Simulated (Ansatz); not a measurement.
# PbSe: the cost of one run

Computed with Ansatz 0.2.0 (DFT PBEsol, scalar-relativistic, unless a step's input says otherwise).

## Step 1: The system as given

It takes space group Fm-3m (No. 225, cubic). Conventional cell: a = 6.124 Å, b = 6.124 Å, c = 6.124 Å, α = 90.00°, β = 90.00°, γ = 90.00°. Pb (site symmetry m-3m) is surrounded by 6 Se at 3.06 Å. Se (site symmetry m-3m) has 6 Pb at 3.06 Å as nearest neighbours.

Coordinates:

```
CELL_PARAMETERS angstrom
0.00000 3.06215 3.06215
3.06215 0.00000 3.06215
3.06215 3.06215 0.00000
ATOMIC_POSITIONS crystal
Pb 0.00000 0.00000 0.00000
Se 0.50000 0.50000 0.50000
```

Atoms are numbered in the order of the input: Pb1, Se2.

## Step 2: After the deformation

Space group Fm-3m before, R-3m after.

## Step 3: All-electron LAPW

input.yaml reads:

```yaml
crystal:
  lattice:
    - [0.0306215, 3.07746075, 3.07746075]
    - [3.07746075, 0.0306215, 3.07746075]
    - [3.07746075, 3.07746075, 0.0306215]
  atoms:
    - { symbol: Pb, position: [0.0, 0.0, 0.0] }
    - { symbol: Se, position: [0.5, 0.5, 0.5] }
kpoints:
  mp_grid: { grid: [7, 7, 7] }
  band_path:
    path:
      - [0.0, 0.0, 0.0]
      - [0.5, 0.5, 0.5]
      - [0.247543133, 0.5, 0.752456867]
      - [-0.247543133, 0.247543133, 0.5]
      - [0.0, 0.0, 0.5]
      - [0.0, 0.0, 0.0]
      - [-0.3737715665, 0.0, 0.3737715665]
      - [0.0, 0.3737715665, 0.6262284335]
      - [0.0, 0.5, 0.5]
    npoints: 5
scf:
  occupations: { method: fermi_dirac, width: 0.02 }
hamiltonian:
  xc: pbesol
  pseudopotentials: { kind: all_electron, lapw: { basis_error: 0.0005 } }
output:
  forces: true
  stress: true
  eigenvalues: true
```

Run with:

```bash
ansatz run input.yaml --threads 1 --pin off --max-ram 3072MiB --backend cpu --events-out ev --progress --plain --runs-dir out
```

**Question.** How long does this run take on 1 thread of Intel Xeon 6975P-C (Granite Rapids), shared host, and how much memory does it need?

About 10 s, with a peak of 0.39 GiB.
